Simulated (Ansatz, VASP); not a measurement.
## CaO in VASP and in Ansatz

Contents of INCAR:

```
SYSTEM = CaO
PREC = Accurate
ENCUT = 520
EDIFF = 1E-6
ISMEAR = 0
SIGMA = 0.02
LREAL = .False.
LASPH = .True.
NELM = 60
ALGO = Normal
ISIF = 2
LWAVE = .False.
LCHARG = .False.
GGA = PE
NBANDS = 15
```

The input KPOINTS:

```
regular mesh
0
Gamma
  8 8 8
  0 0 0
```

Contents of POSCAR:

```
CaO
1.0
    0.0000000000      2.3148513301      2.3148513301
    2.3148513301      0.0000000000      2.3148513301
    2.3148513301      2.3148513301      0.0000000000
Ca O
1 1
Direct
    0.0000000000      0.0000000000      0.0000000000
    0.5000000000      0.5000000000      0.5000000000
```

Input for Ansatz:

```yaml
crystal:
  lattice:
    - [0.0, 2.3148513301, 2.3148513301]
    - [2.3148513301, 0.0, 2.3148513301]
    - [2.3148513301, 2.3148513301, 0.0]
  atoms:
    - { symbol: Ca, position: [0.0, 0.0, 0.0] }
    - { symbol: O, position: [0.5, 0.5, 0.5] }
basis:
  ecutwfc: 420
kpoints:
  mp_grid: { grid: [8, 8, 8] }
hamiltonian:
  xc: pbe
scf:
  occupations: { method: gaussian, width: 0.02 }
output:
  forces: true
  stress: true
  eigenvalues: true
```

Alike in both runs: task single point; functional PBE; k mesh 8 × 8 × 8; occupations gaussian, width 0.02 eV; no spin polarisation.

|  | VASP | Ansatz |
| --- | --- | --- |
| version | VASP 6.6.1 | Ansatz 0.2.0 |
| potentials or method | VASP PAW PBE potentials, release 64 (Ca_sv, O) | scalar-relativistic, plane waves, PAW |
| plane-wave cutoff (eV) | 520 | 420 |
| valence electrons in the cell | 16 | 16 |

```csv
,VASP,Ansatz,Ansatz less VASP
gap on the k mesh at the Fermi level (eV),3.57,3.59,+0.026
least direct gap on the mesh (eV),3.91,3.93,+0.023
pressure (GPa),18.7,17.8,-0.98
```

Caveats: so large a pressure means that the cell lies far from this level's equilibrium, or that cutoff or potentials fall short (VASP). A k mesh can miss the band edges.
